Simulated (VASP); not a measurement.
# CdS in VASP: one cell, several levels of theory, part 2 of 2

VASP 6.6.1, plane waves, PAW. Earlier steps stand in the parts before.

## 3. r2SCAN at this geometry

File INCAR:

```
ENCUT = 520.000000
SIGMA = 0.010000
EDIFF = 1.00e-07
ALGO = Normal
METAGGA = R2SCAN
PREC = Accurate
IBRION = -1
ISIF = 2
ISMEAR = 0
NBANDS = 16
NELM = 120
NSW = 0
LASPH = .TRUE.
LCHARG = .FALSE.
LWAVE = .FALSE.
LREAL = .FALSE.
```

File KPOINTS:

```
KPOINTS created by Atomic Simulation Environment
0
Gamma
8 8 8
0 0 0
```

File KPOINTS_OPT:

```
special points
6
Reciprocal
0.0000000000 0.0000000000 0.0000000000 1
-0.5000000000 -0.5000000000 0.0000000000 1
-0.3750000000 -0.3750000000 0.2500000000 1
-0.3750000000 0.0000000000 0.3750000000 1
0.0000000000 0.0000000000 0.5000000000 1
-0.5000000000 -0.2500000000 0.2500000000 1
```

File POSCAR:

```
Cd S
 1.0000000000000000
     0.0000000000000000    2.9392148400000000    2.9392148400000000
     3.1049865570000001    0.0000000000000000    2.9392148400000000
     3.1049865570000001    2.9392148400000000    0.0000000000000000
 Cd  S
   1   1
Cartesian
  0.0000000000000000  0.0000000000000000  0.0000000000000000
  1.5524932784999999  1.4696074199999998  1.4696074199999998
```

On the command line:

```
$ mpirun -np 1 vasp_std
```

Printed to the terminal (iteration lines stand in OSZICAR):

```text
POSCAR found type information on POSCAR CdS
 POSCAR found :  2 types and       2 ions
 -----------------------------------------------------------------------------
|                                                                             |
|                                                                             |
|     You enforced a specific xc type in the INCAR file but a different       |
|     I HOPE YOU KNOW WHAT YOU ARE DOING!                                     |
|                                                                             |
 -----------------------------------------------------------------------------

 LDA part: xc-table for (None), standard interpolation
 POSCAR, INCAR and KPOINTS ok, starting setup
 FFT: planning ... GRIDC
 FFT: planning ... GRID_SOFT
 FFT: planning ... GRID
 WAVECAR not read
 entering main loop
 Start KPOINTS_OPT (optional k-point list driver)
k-point batch [1-6\6]
```

OSZICAR:

```text
N       E                     dE             d eps       ncg     rms          rms(c)
DAV:   1     0.836679483440E+02    0.83668E+02   -0.89774E+03  1920   0.103E+03
DAV:   2    -0.303934250601E+02   -0.11406E+03   -0.10728E+03  2248   0.257E+02
DAV:   3    -0.348500123793E+02   -0.44566E+01   -0.44472E+01  2384   0.531E+01
DAV:   4    -0.348772863617E+02   -0.27274E-01   -0.27271E-01  2440   0.409E+00
DAV:   5    -0.348776551423E+02   -0.36878E-03   -0.36878E-03  2360   0.445E-01    0.653E+00
DAV:   6    -0.296648792973E+02    0.52128E+01   -0.32386E+00  2032   0.256E+01    0.818E+00
DAV:   7    -0.296332107472E+02    0.31669E-01   -0.28215E-01  2504   0.535E+00    0.500E+00
DAV:   8    -0.296504620097E+02   -0.17251E-01   -0.61004E-02  2296   0.272E+00    0.117E+00
DAV:   9    -0.296552677954E+02   -0.48058E-02   -0.72355E-03  2448   0.718E-01    0.198E-01
DAV:  10    -0.296555804450E+02   -0.31265E-03   -0.25420E-03  2408   0.514E-01    0.176E-01
DAV:  11    -0.296555265158E+02    0.53929E-04   -0.15834E-04  2208   0.181E-01    0.102E-01
DAV:  12    -0.296554981632E+02    0.28353E-04   -0.19793E-04  2368   0.155E-01    0.342E-02
DAV:  13    -0.296554972543E+02    0.90892E-06   -0.34266E-06  2288   0.221E-02    0.734E-03
DAV:  14    -0.296554968088E+02    0.44551E-06   -0.27227E-07  2472   0.551E-03    0.198E-03
DAV:  15    -0.296554967167E+02    0.92073E-07   -0.56882E-08  1376   0.195E-03
   1 F= -.29655497E+02 E0= -.29655497E+02  d E =-.544336E-36
       N       E                     dE             ncg
DAV:   1     0.154286017117E+04   -0.31079E+04      192
DAV:   2     0.848089359702E+03   -0.69477E+03      224
DAV:   3     0.821247645271E+03   -0.26842E+02      248
DAV:   4     0.821101580934E+03   -0.14606E+00      240
DAV:   5     0.821099364922E+03   -0.22160E-02      248
DAV:   6     0.821099317628E+03   -0.47294E-04      248
DAV:   7     0.821099316386E+03   -0.12417E-05      256
DAV:   8     0.821099316351E+03   -0.34961E-07      216
```

Parts of OUTCAR:

```text
k-points           NKPTS =     59   k-points in BZ     NKDIM =     59   number of bands    NBANDS=     16

   NELECT =      18.0000    total number of electrons

   dimension x,y,z NGX =    32 NGY =   32 NGZ =   32
   dimension x,y,z NGXF=    64 NGYF=   64 NGZF=   64

  energy-cutoff  :      520.00
  volume of cell :       53.65
      direct lattice vectors                 reciprocal lattice vectors
     0.000000000  2.939214840  2.939214840    -0.161031293  0.170113458  0.170113458
     3.104986557  0.000000000  2.939214840     0.161031293 -0.170113458  0.170113458
     3.104986557  2.939214840  0.000000000     0.161031293  0.170113458 -0.170113458

 k-points in reciprocal lattice and weights: KPOINTS created by Atomic Simulation Env
   0.00000000  0.00000000  0.00000000       0.002
   0.12500000  0.00000000  0.00000000       0.016
   0.25000000  0.00000000  0.00000000       0.016
   0.37500000 -0.00000000 -0.00000000       0.016
   0.50000000  0.00000000  0.00000000       0.008
   0.12500000  0.12500000  0.00000000       0.008
   0.25000000  0.12500000  0.00000000       0.031
   0.37500000  0.12500000  0.00000000       0.031
[... 51 more k-points ...]

 E-fermi :   0.5505

 k-point     1 :       0.0000    0.0000    0.0000
  band No.  band energies     occupation
      1     -11.9961      2.00000
      2      -7.3314      2.00000
      3      -7.2981      2.00000
      4      -7.2981      2.00000
      5      -6.9113      2.00000
      6      -6.9013      2.00000
      7       0.2916      2.00000
      8       0.4652      2.00000
      9       0.4652      2.00000
     10       1.8084      0.00000
     11       7.4991      0.00000
     12       7.4992      0.00000
     13       7.5134      0.00000
     14      11.6797      0.00000
     15      12.0528      0.00000
     16      12.6766      0.00000

 k-point     2 :       0.1250    0.0000    0.0000
  band No.  band energies     occupation
      1     -11.9433      2.00000
      2      -7.3060      2.00000
      3      -7.2791      2.00000
      4      -7.2519      2.00000
      5      -6.9097      2.00000
      6      -6.9037      2.00000
      7      -0.5266      2.00000
      8       0.2415      2.00000
      9       0.3682      2.00000
     10       2.5999      0.00000
     11       7.1512      0.00000
     12       7.6917      0.00000
     13       7.7042      0.00000
     14      11.2973      0.00000
     15      11.9762      0.00000
     16      12.6024      0.00000

 k-point     3 :       0.2500    0.0000    0.0000
  band No.  band energies     occupation
      1     -11.8154      2.00000
      2      -7.2627      2.00000
      3      -7.2368      2.00000
      4      -7.0787      2.00000
      5      -6.9043      2.00000
      6      -6.8976      2.00000
      7      -1.8940      2.00000
      8      -0.0195      2.00000
      9       0.1484      2.00000
     10       3.4415      0.00000
     11       6.9972      0.00000
     12       7.9137      0.00000
     13       8.0589      0.00000
     14      11.2274      0.00000
     15      11.5799      0.00000
     16      12.0783      0.00000

 k-point     4 :       0.3750   -0.0000   -0.0000
  band No.  band energies     occupation
      1     -11.6876      2.00000
      2      -7.2318      2.00000
      3      -7.2022      2.00000
      4      -6.8952      2.00000
      5      -6.8838      2.00000
      6      -6.7743      2.00000
      7      -3.0668      2.00000
      8      -0.2601      2.00000
      9      -0.0554      2.00000
     10       3.7078      0.00000
     11       7.5147      0.00000
     12       7.9150      0.00000
     13       8.1342      0.00000
     14      11.5069      0.00000
     15      12.2809      0.00000
     16      12.4652      0.00000

 k-point     5 :       0.5000    0.0000    0.0000
  band No.  band energies     occupation
      1     -11.6350      2.00000
      2      -7.2224      2.00000
      3      -7.1909      2.00000
      4      -6.8879      2.00000
      5      -6.8666      2.00000
      6      -6.5879      2.00000
      7      -3.5778      2.00000
      8      -0.3557      2.00000
      9      -0.1361      2.00000
     10       3.7216      0.00000
     11       7.6932      0.00000
     12       8.0752      0.00000
     13       8.0919      0.00000
     14      11.6648      0.00000
     15      13.2573      0.00000
     16      13.4889      0.00000

 k-point     6 :       0.1250    0.1250    0.0000
  band No.  band energies     occupation
      1     -11.9238      2.00000
      2      -7.2936      2.00000
      3      -7.2615      2.00000
      4      -7.2527      2.00000
      5      -6.9146      2.00000
      6      -6.8974      2.00000
      7      -0.4829      2.00000
      8       0.0173      2.00000
      9       0.1687      2.00000
     10       2.8957      0.00000
     11       6.7435      0.00000
     12       7.7683      0.00000
     13       8.0376      0.00000
     14      10.8464      0.00000
     15      12.0657      0.00000
     16      13.2454      0.00000

 k-point     7 :       0.2500    0.1250    0.0000
  band No.  band energies     occupation
      1     -11.8199      2.00000
      2      -7.2534      2.00000
      3      -7.2242      2.00000
      4      -7.1333      2.00000
      5      -6.9147      2.00000
      6      -6.8832      2.00000
      7      -1.5253      2.00000
      8      -0.2258      2.00000
      9      -0.0620      2.00000
     10       3.7068      0.00000
     11       6.3736      0.00000
     12       8.0107      0.00000
     13       8.3976      0.00000
     14      10.3448      0.00000
     15      12.0533      0.00000
     16      13.3930      0.00000

 k-point     8 :       0.3750    0.1250    0.0000
  band No.  band energies     occupation
      1     -11.6929      2.00000
      2      -7.2183      2.00000
      3      -7.1872      2.00000
      4      -6.9676      2.00000
      5      -6.8776      2.00000
      6      -6.7967      2.00000
      7      -2.6893      2.00000
      8      -0.4714      2.00000
      9      -0.3193      2.00000
     10       4.1641      0.00000
     11       6.7519      0.00000
     12       7.8909      0.00000
     13       8.4059      0.00000
     14      11.0488      0.00000
     15      12.5839      0.00000
     16      13.1047      0.00000

[... the tables of k-points 9 to 59 left out ...]

  Total       -1.2273727     -0.7851215     -0.7851215      0.0000000      0.0000000     -0.0000000
  in kB      -36.6551197    -23.4474197    -23.4474197      0.0000000      0.0000000     -0.0000000
  external PRESSURE =     -27.8499864 kB  Pullay stress =       0.0000000 kB

 POSITION                                       TOTAL-FORCE (eV/Angst)
 -----------------------------------------------------------------------------------
      0.00000      0.00000      0.00000        -0.000000     -0.000000     -0.000000
      1.55249      1.46961      1.46961         0.000000      0.000000      0.000000
 -----------------------------------------------------------------------------------
    total drift:                               -0.000005     -0.000002     -0.000002

  FREE ENERGIE OF THE ION-ELECTRON SYSTEM (eV)
  ---------------------------------------------------
  free  energy   TOTEN  =       -29.6554967167 eV

  energy  without entropy=      -29.6554967167  energy(sigma->0) =      -29.65549672
```

Wall time 60 s (1 MPI rank of Intel Xeon 6975P-C, shared host); peak memory 0.22 GiB.

The levels at the points of KPOINTS_OPT are read from vasprun.xml.

Band energies at the special points (eV, zero at the top of v, the last band that the electrons fill by count):

| point | v−1 | v | c | c+1 |
| --- | --- | --- | --- | --- |
| Γ | 0.00 | 0.00 | 1.34 | 7.03 |
| X | -1.81 | -1.73 | 3.84 | 4.44 |
| U | -2.30 | -1.46 | 4.43 | 5.55 |
| K | -2.30 | -1.46 | 4.43 | 5.55 |
| L | -0.82 | -0.60 | 3.26 | 7.23 |
| W | -2.07 | -2.01 | 5.41 | 5.53 |

r2SCAN gives a direct gap of 1.34 eV at Γ. The pressure is -2.78 GPa; the forces vanish within 0.01 eV/Å.

## 4. What came out

The summary covers parts 1 to 2.

```
 level  gap (eV)  pressure (GPa)
   PBE      0.91           -1.33
r2SCAN      1.34           -2.78
```

**Reading.** The gap runs from 0.91 eV (PBE) to 1.34 eV (r2SCAN). At this one volume the pressure spans -2.8 GPa (r2SCAN) to -1.3 GPa (PBE): PBE wants the largest cell and r2SCAN the smallest.
